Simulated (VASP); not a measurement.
Write the native input for VASP 6.6.1 that does the following.

```
Task                   : band structure
Functional             : r2SCAN
Potentials or basis    : VASP PAW PBE potentials, release 64 (Ba_sv, Zr_sv, O)
Cutoff                 : 520 eV
k mesh                 : 6 × 6 × 6
Occupations            : gaussian, width 0.02 eV
Spin                   : no spin polarisation
Further INCAR settings : ALGO = Normal; EDIFF = 1e-06
```

The structure of BaZrO3 lies in POSCAR:

```
BaZrO3                                  
1.0
    4.2124357896     -0.0000000000      0.0000000000
   -0.0000000000      4.2124357896     -0.0000000000
    0.0000000000     -0.0000000000      4.2124357896
  Ba              Zr              O             
     1     1     3
Direct
     0.0000000000000000    0.0000000000000000    0.0000000000000000
     0.5000000000000000    0.5000000000000000    0.5000000000000000
     0.5000000000000000    0.5000000000000000    0.0000000000000000
     0.0000000000000000    0.5000000000000000    0.5000000000000000
     0.5000000000000000    0.0000000000000000    0.5000000000000000
```

The cell was built by a generator and needn't be a form met in nature.

These files were run (other wordings do the same):

INCAR

```
SYSTEM = BaZrO3
ALGO     = Normal         ! electronic algorithm
EDIFF    = 1E-6           ! SCF threshold, eV
ENCUT    = 520            ! plane-wave cutoff, eV
ISIF     = 2              ! what is computed and relaxed
ISMEAR   = 0              ! smearing method
KPAR     = 2            
LASPH    = .True.         ! aspherical terms in the spheres
LCHARG   = .False.        ! write CHGCAR
LMAXMIX  = 4              ! l up to which the mixer works
LMIXTAU  = .True.       
LREAL    = .False.        ! projectors in reciprocal space
LWAVE    = .False.        ! write WAVECAR
METAGGA  = R2SCAN         ! meta-GGA
NELM     = 60             ! most SCF steps
PREC     = Accurate       ! precision mode
SIGMA    = 0.02           ! smearing width, eV
```

KPOINTS

```
k-points
0
Gamma
  6 6 6
  0 0 0
```

KPOINTS_OPT

```
path GXMGRX,MR
15
line-mode
reciprocal
 0.0000000000  0.0000000000  0.0000000000  G
 0.0000000000  0.5000000000  0.0000000000  X

 0.0000000000  0.5000000000  0.0000000000  X
 0.5000000000  0.5000000000  0.0000000000  M

 0.5000000000  0.5000000000  0.0000000000  M
 0.0000000000  0.0000000000  0.0000000000  G

 0.0000000000  0.0000000000  0.0000000000  G
 0.5000000000  0.5000000000  0.5000000000  R

 0.5000000000  0.5000000000  0.5000000000  R
 0.0000000000  0.5000000000  0.0000000000  X

 0.5000000000  0.5000000000  0.0000000000  M
 0.5000000000  0.5000000000  0.5000000000  R
```

Potentials or basis: VASP PAW PBE potentials, release 64 (Ba_sv, Zr_sv, O).

Run with:

```sh
$ cat potpaw_PBE.64/Ba_sv/POTCAR potpaw_PBE.64/Zr_sv/POTCAR potpaw_PBE.64/O/POTCAR > POTCAR
$ mpirun -np 2 vasp_std > vasp.out
```

It gave:

The pressure is 0.3 GPa and the band gap on the k mesh is 3.67 eV, indirect (least direct gap 3.93 eV). The band gap along the path is 3.67 eV, indirect (least direct gap 3.93 eV).

Caveat: the PAW data sets were made with another functional, which shifts forces and pressure a little; spin-orbit coupling is left out, which moves the levels of the heavy elements.

Wall time 96 s on 2 MPI ranks on Intel(R) Xeon(R) Platinum 8488C (Sapphire Rapids), on a shared host, peak memory 0.21 GiB a rank.
